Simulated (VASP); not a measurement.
Runs of VASP 6.6.1 on TiTe. Symmetry: Fm-3m, No. 225, cubic system. Conventional cell: a = 6.100 Å, b = 6.100 Å, c = 6.100 Å, α = 90.00°, β = 90.00°, γ = 90.00°. Around Ti (site symmetry m-3m) lie 6 Te at 3.05 Å. Te (site symmetry m-3m) has 6 Ti at 3.05 Å as nearest neighbours. The cell comes from a database or a generator and needn't be the stable form of this composition.

```tsv
task	level	potentials or basis	spin	cell	k mesh	cutoff (eV)	pressure (GPa)	relaxed volume (Å³/atom)
relaxation of cell and atoms	LDA	VASP PAW LDA potentials, release 64 (Ti_sv, Te)	off	relaxed	8 × 8 × 8	600	-0.1	21.00
relaxation of cell and atoms	PBEsol	VASP PAW PBE potentials, release 64 (Ti_sv, Te)	off	relaxed	8 × 8 × 8	600	0.0	21.56
band structure	LDA	VASP PAW LDA potentials, release 64 (Ti_sv, Te)	off	as given	8 × 8 × 8	520	(a)	-
band structure	LDA	VASP PAW LDA potentials, release 64 (Ti_sv, Te)	SOC, no magnetisation	as given	6 × 6 × 6	520	-14.4	-
```

Alike in all rows: smearing fermi-dirac 0.05 eV.

**Question.** Estimate the missing entries.

**Answer.** (a) -14.5.

Caveats: the volume moved by over 15 % at a fixed basis, so the end points are rough (some runs); the PAW data sets were made with another functional, which shifts forces and pressure a little (some runs).

Runs at the PBE level aren't shown here.
